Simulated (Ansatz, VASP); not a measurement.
**V3O: VASP beside Ansatz**

```
V O
1.0
     3.61151    0.00000    0.00000
     0.00000    3.61151    0.00000
     0.00000    0.00000    3.61151
V O
3 1
Direct
  0.50000 0.00000 0.50000
  0.00000 0.50000 0.50000
  0.50000 0.50000 0.00000
  0.00000 0.00000 0.00000
```

Change from the starting cell: species swapped into the NbZn3 type (Pm-3m, No. 221).

Alike in both runs: task relaxation of cell and atoms; functional PBE; k mesh 12 × 12 × 12; occupations gaussian, width 0.1 eV; no spin polarisation.

```csv
,VASP,Ansatz
version,VASP 6.6.1,Ansatz 0.2.0
potentials or method,"VASP PAW PBE potentials, release 64 (V_sv, O)","scalar-relativistic, plane waves, PAW"
plane-wave cutoff (eV),600,420
valence electrons in the cell,45,45
```

Ansatz gave:

* gap on the k mesh at the Fermi level, each at its own relaxed structure (eV): none
* relaxed volume (Å³/atom): 11.74
* relaxed cell length with the largest relative difference (Å): 3.608

Problem. What did VASP give for the same quantities?

Solution. gap on the k mesh at the Fermi level, each at its own relaxed structure (eV): none; relaxed volume (Å³/atom): 11.75; relaxed cell length with the largest relative difference (Å): 3.609.

A gap of «none» marks a metal or a gap that the smearing closes.

Caveats: an odd number of electrons without spin polarisation forces a metal; a magnetic or distorted state may lie lower; the run has no spin polarisation, though such a crystal can be magnetic; semilocal functionals often make such compounds metallic where correlation or magnetic order opens a gap, which also shifts bond lengths.
